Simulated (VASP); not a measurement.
Wanted: the native input for a VASP 6.6.1 run.

```
Task                   : relaxation of cell and atoms
Functional             : PBE
Dispersion             : D3(BJ)
Potentials or basis    : VASP PAW PBE potentials, release 64 (Na_pv, I)
Cutoff                 : 600 eV
k mesh                 : 8 × 8 × 8
Occupations            : gaussian, width 0.03 eV
Spin                   : no spin polarisation
Further INCAR settings : ALGO = Normal; EDIFF = 1e-07; IBRION = 2; EDIFFG = -0.005; NSW = 90; ISIF = 3
```

The structure of NaI lies in POSCAR:

```
NaI                                     
1.0
    0.0000000000      3.1817233323      3.1817233323
    3.1817233323      0.0000000000      3.1817233323
    3.1817233323      3.1817233323     -0.0000000000
  Na              I             
     1     1
Direct
     0.0000000000000000    0.0000000000000000    0.0000000000000000
     0.5000000000000000    0.5000000000000000    0.5000000000000000
```

One way to write it, as run:

INCAR

```
ALGO = Normal ; EDIFF = 1E-7
EDIFFG = -0.005 ; ENCUT = 600
GGA = PE ; IBRION = 2
ISIF = 3 ; ISMEAR = 0
IVDW = 12 ; LASPH = True
LCHARG = False ; LREAL = False
LWAVE = False ; NELM = 80
NSW = 90 ; PREC = Accurate
SIGMA = 0.03
```

KPOINTS

```
k-points
0
Gamma
  8 8 8
```

Potentials or basis: VASP PAW PBE potentials, release 64 (Na_pv, I).

Command:

```bash
$ cat potpaw_PBE.64/Na_pv/POTCAR potpaw_PBE.64/I/POTCAR > POTCAR
$ mpirun -np 1 vasp_std > vasp.out
```

It gave:

```
Pressure after relaxing    : 0.0 GPa
Band gap on the k mesh     : 3.78 eV, direct
Dispersion energy per atom : -0.267 eV
```

Caveat: the relaxation stopped at its first step, so nothing moved; spin-orbit coupling is left out, which moves the levels of the heavy elements.

It took 15 s on 1 thread of AMD EPYC 9R14 (Zen 4), on a shared host, peak memory 0.19 GiB.
